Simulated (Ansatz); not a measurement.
Al started in the widest void in corundum Al2O3, 121 atoms, charge +2

All numbers come from Ansatz (PAW, plane waves, no spin–orbit coupling) at the single k point (¼, ¼, ¼) without its symmetry partners. The atoms were relaxed with PBEsol in a fixed cell; other functionals are single points on those atoms unless said otherwise. The valence top and gap of the host come from its small cell on a dense mesh, with the band extrema sought between the mesh points, lined up by the mean potential, PBEsol gap 6.03 eV, HSE06 gap 7.99 eV. The charge correction uses an assumed dielectric constant of 10.

Cell: a = 9.548 Å, b = 9.548 Å, c = 13.014 Å, α = 90.00°, β = 90.00°, γ = 120.00°.

Nearest atoms after relaxation, from the placed atom (for vacancies from the middle of the vacant sites): O at 1.92 Å, O at 1.93 Å, O at 1.93 Å, O at 1.98 Å, O at 1.99 Å, O at 1.99 Å, Al at 2.25 Å, Al at 2.39 Å.

Chemical potentials μ are those of reference phases of the elements at zero temperature by the same functional (the usual solids, diamond for C, grey Sn, and the molecules H2, N2, O2, F2, Cl2, Br2 and S8).

| functional | E(defect) − E(host) − Σ nμ + q·E_VBM (eV) | monopole (eV) | alignment (eV) | formation energy at E_F = VBM (eV) | moment (μB) | wall time, shared host |
| --- | --- | --- | --- | --- | --- | --- |
| PBEsol | -1.16 | 0.77 | 0.18 | -0.21 | 1.0 | 13 s on NVIDIA GB200 (relaxation) |
| HSE06 | -3.37 | 0.77 | 0.18 | -2.42 | 1.0 | 43 s on NVIDIA GB200 |

HSE06 one-electron levels near the gap (the ten most localised at most), from the host's valence top, not corrected for the charge's images:

```tsv
level (eV)	spin	filling	atoms sharing it	element of the atom with most weight
5.58	up	1.00	5.8	Al
```

All elements are taken at their own reference at once; growth conditions in equilibrium with the host shift these energies, by up to the host's formation enthalpy.

One k point and a cell of this size can leave errors of several tenths of an eV in such numbers.
